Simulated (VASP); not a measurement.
Runs of VASP 6.6.1 on SnO2 (Cassiterite). Symmetry: P4_2/mnm, No. 136, tetragonal system. Conventional cell: a = 4.738 Å, b = 4.738 Å, c = 3.187 Å, α = 90.00°, β = 90.00°, γ = 90.00°. Sn (site symmetry mmm) has 6 O at 2.05 to 2.06 Å as nearest neighbours. O (site symmetry m2m) is surrounded by 3 Sn at 2.05 to 2.06 Å. 

```tsv
task	level	cell	cutoff (eV)	smearing	gap on the mesh (eV)	pressure (GPa)	relaxed volume (Å³/atom)	largest force (eV/Å)
relaxation of cell and atoms	RPBE+D3	relaxed	600	fermi-dirac 0.05 eV	0.71	-0.1	12.62	-
single point	PBE	as given	520	gaussian 0.014 eV	1.27	11.8	-	(c)
relaxation of cell and atoms	PBEsol+rVV10	relaxed	600	fermi-dirac 0.05 eV	0.91	0.1	(d)	0.01
relaxation of cell and atoms	RPBE+D3(BJ)	relaxed	600	fermi-dirac 0.05 eV	1.33	0.0	(a)	-
relaxation of cell and atoms	revPBE+D3	relaxed	600	fermi-dirac 0.05 eV	0.79	-0.1	12.49	-
relaxation of cell and atoms	revPBE+D4	relaxed	600	fermi-dirac 0.05 eV	0.92	0.1	12.31	-
relaxation of cell and atoms	revPBE+D3(BJ)	relaxed	600	fermi-dirac 0.05 eV	0.85	0.0	12.40	-
relaxation of cell and atoms	PBEsol+D4	relaxed	600	fermi-dirac 0.05 eV	0.99	0.1	(b)	0.01
```

Alike in all rows: potentials or basis VASP PAW PBE potentials, release 64 (Sn_d, O); no spin polarisation; k mesh 6 × 6 × 8.

**Question.** Estimate the missing entries.

**Answer.** (a) 11.90; (b) 12.08; (c) 0.29; (d) 12.16.

Caveats: spin-orbit coupling is left out, which moves the levels of the heavy elements; the PAW data sets were made with another functional, which shifts forces and pressure a little (some runs).

A k mesh can miss the band edges, and the runs leave out spin-orbit coupling on Sn.
